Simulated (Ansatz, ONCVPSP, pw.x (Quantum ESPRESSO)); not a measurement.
**pw.x on fcc Mo: one setting changed**

Potential: optimised norm-conserving Vanderbilt (ONCV), ONCVPSP 4.0.1.1 (patched build), LDA (Perdew-Wang 92); core [Ar] 3d10, reference 4s2 4p6 4d5 5s0.5; waves: 4s+5s: rc 2.15 bohr, ncon 3, nbas 6, qcut 7.3 1/bohr, 2 projectors; 4p: rc 1.45 bohr, ncon 4, nbas 8, qcut 9.3 1/bohr, 2 projectors, debl 1.8 Ha; 4d: rc 2.55 bohr, ncon 4, nbas 9, qcut 6.1 1/bohr, 2 projectors, debl 1.7 Ha; local part: polynomial inside 1.40 bohr (lpopt 4, dvloc0 0 Ha); core correction: none.

The reference run (k-mesh 14³, cutoffs 85/340 Ry, Fermi–Dirac 0.01 Ry, mixing_beta 0.4, conv_thr 1e-9, no spin) gives 1.11 GPa at 15.256 Å³/atom, where all-electron LAPW gives 0.23 GPa. This run, with its own iteration cap, changes mixing_mode to local-TF.

```
&control
  calculation='scf', prefix='x', pseudo_dir='./', outdir='./tmp', tstress=.true., disk_io='none'
/
&system
  ibrav=0, nat=1, ntyp=1, ecutwfc=85, ecutrho=340, nbnd=15,
  occupations='smearing', smearing='fd', degauss=0.01
/
&electrons
  conv_thr=1e-09, mixing_beta=0.4, electron_maxstep=50, mixing_mode='local-TF'
/
ATOMIC_SPECIES
Mo 1.0 Mo.UPF
CELL_PARAMETERS angstrom
  0.00000000 1.96850669 1.96850669
  1.96850669 0.00000000 1.96850669
  1.96850669 1.96850669 0.00000000
ATOMIC_POSITIONS crystal
Mo 0.0000 0.0000 0.0000
K_POINTS automatic
14 14 14 0 0 0
```

```bash
pw.x < Mo.scf.in > Mo.scf.out
```

Problem. How does the run end?

Solution. It converges in 9 iterations; the free energy moves by +0.0 meV/atom and the pressure by +0.00 GPa. The result is that of the reference run.

```
Message from routine setup:
     using ibrav=0 with symmetry is DISCOURAGED, use correct ibrav instead
     lattice parameter (alat)  =       5.2608  a.u.
     unit-cell volume          =     102.9526 (a.u.)^3
     number of electrons       =        14.00
     number of Kohn-Sham states=           15
     kinetic-energy cutoff     =      85.0000  Ry
     charge density cutoff     =     340.0000  Ry
     scf convergence threshold =      1.0E-09
     Exchange-correlation= SLA  PW   NOGX NOGC
     number of k points=   104  Fermi-Dirac smearing, width (Ry)=  0.0100
     iteration #  1     ecut=    85.00 Ry     beta= 0.40
     total energy              =    -136.59590742 Ry
     estimated scf accuracy    <       0.43672949 Ry
     iteration #  2     ecut=    85.00 Ry     beta= 0.40
     total energy              =    -136.48563433 Ry
     estimated scf accuracy    <       0.19049519 Ry
     iteration #  3     ecut=    85.00 Ry     beta= 0.40
     total energy              =    -136.52484719 Ry
     estimated scf accuracy    <       0.00060108 Ry
     [... 3 iterations left out ...]
     iteration #  7     ecut=    85.00 Ry     beta= 0.40
     total energy              =    -136.52508509 Ry
     estimated scf accuracy    <       0.00000002 Ry
     iteration #  8     ecut=    85.00 Ry     beta= 0.40
     total energy              =    -136.52508509 Ry
     estimated scf accuracy    <          7.4E-09 Ry
     iteration #  9     ecut=    85.00 Ry     beta= 0.40
     the Fermi energy is    21.3598 ev
!    total energy              =    -136.52508509 Ry
     estimated scf accuracy    <          9.3E-12 Ry
     smearing contrib. (-TS)   =      -0.00533256 Ry
     The total energy is F=E-TS. E is the sum of the following terms:
     one-electron contribution =     -17.61929010 Ry
     hartree contribution      =      17.40213934 Ry
     xc contribution           =     -15.51660463 Ry
     ewald contribution        =    -120.78599714 Ry
     convergence has been achieved in   9 iterations
          total   stress  (Ry/bohr**3)                   (kbar)     P=       11.07
     Message from routine punch:
     Nothing written, as per user request (disk_io='none')
```

The run took about 18 s on one core of a shared host (Neoverse-V2, 48 threads, 185 GiB, load 40).
